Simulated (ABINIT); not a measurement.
A run of ABINIT 10.8.3 (patched build) is set up as follows.

Contents of run.abi:

```
# Pseudopotentials
pp_dirpath "./"
pseudos "Sb.GGA_PBE-JTH.xml, Ga.GGA_PBE-JTH.xml"

# Structure
structure "poscar:POSCAR"
natom 2

# Plane-wave basis
ecut 17.0
pawecutdg 34.0
pawxcdev 0

# k points
kptopt 1
ngkpt 10 10 10
nshiftk 1
shiftk 0.0 0.0 0.0

# Exchange and correlation
ixc 11

# Bands and occupations
nband 18
occopt 3
tsmear 0.00183747

# SCF cycle
nstep 100
tolvrs 1.0e-9

# Output
iomode 3
prtwf 0
prtden 0
prteig 0
prtebands 0
```

Contents of POSCAR:

```
GaSb
1.0
   -2.7534340000      2.7534340000      1.5907070000
    2.7534340000     -2.7534340000      1.5907070000
    2.7534340000      2.7534340000     -1.5907070000
Sb Ga
1 1
Direct
    0.0000000000      0.0000000000      0.0000000000  Sb
    0.7500000000      0.2500000000      0.5000000000  Ga
```

Potentials or basis: JTH PAW PBE v2.0.

The run is started by

```sh
$ abinit run.abi > log 2>&1
```

(1) What does it give for the pressure?

(2) What does it give for the band gap on the k mesh?

Results:

(1) -0.1 GPa.

(2) none (metal or under the smearing width).
